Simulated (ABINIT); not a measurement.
Runs of ABINIT 10.8.3 (patched build) on Zr. It takes space group P6_3/mmc (No. 194, hexagonal). The conventional cell has a = 3.232 Å, b = 3.232 Å, c = 5.147 Å, α = 90.00°, β = 90.00°, γ = 120.00°. Zr (site symmetry -6m2) has 12 Zr at 3.18 to 3.23 Å as nearest neighbours. 

```csv
task,level,potentials or basis,cell,k mesh,cutoff (eV),smearing,fine-grid cutoff,cell freedom (optcell),optimiser (ionmov),cutoff smearing ecutsm (Ha),force stop (Ha/bohr),mesh quality,gap on the mesh (eV),pressure (GPa),relaxed volume (Å³/atom)
positron lifetime,PBEsol,JTH PAW PBE v2.0,as given,6 × 6 × 4,435,fermi-dirac 0.2 eV,870.764 eV,-,-,-,-,coarse,none,-3.3,-
single point,PBE,PseudoDojo NC SR PBE v0.5 stringent,as given,7 × 7 × 4,789,fermi-dirac 0.05 eV,-,-,-,-,-,not flagged,none,0.2,-
single point,PBE,SPMS NC PBE v1.0,as given,7 × 7 × 4,626,fermi-dirac 0.05 eV,-,-,-,-,-,not flagged,none,0.7,-
positron lifetime,LDA,JTH PAW LDA v2.0,as given,6 × 6 × 4,435,gaussian 0.136 eV,870.764 eV,-,-,-,-,coarse,none,-6.6,-
relaxation of cell and atoms,PBE,JTH PAW PBE v2.0,relaxed,7 × 7 × 4,463,fermi-dirac 0.05 eV,925.187 eV,2,2,0.5,2e-05,not flagged,none,0.0,23.42
optical spectrum,PBE,SPMS NC PBE v1.0,as given,"16 × 16 × 8, shifted",626,fermi-dirac 0.136 eV,-,-,-,-,-,not flagged,-,0.8,-
optical spectrum,PBEsol,PseudoDojo NC SR PBEsol v0.4.1 standard,as given,"16 × 16 × 8, shifted",789,fermi-dirac 0.136 eV,-,-,-,-,-,not flagged,-,(b),-
relaxation of cell and atoms,LDA,JTH PAW LDA v2.0,relaxed,7 × 7 × 4,463,fermi-dirac 0.05 eV,925.187 eV,2,2,0.5,2e-05,not flagged,none,0.0,(a)
```

Alike in all rows: no spin polarisation.

Task: Estimate the missing entries.

Result: (a) 21.82; (b) -3.5.

Caveats: some runs use coarse meshes; the PAW basis is incomplete for the positron (some runs); the intraband (Drude) term is left out (some runs); spectra need much finer meshes, so this one isn't converged (some runs); the PAW data sets were made with another functional, which shifts forces and pressure a little (some runs).

A k mesh can miss the band edges, and the runs leave out spin-orbit coupling on Zr.

A gap of «none» marks a metal or a gap under the smearing width.

Not every run made on this cell is shown here.
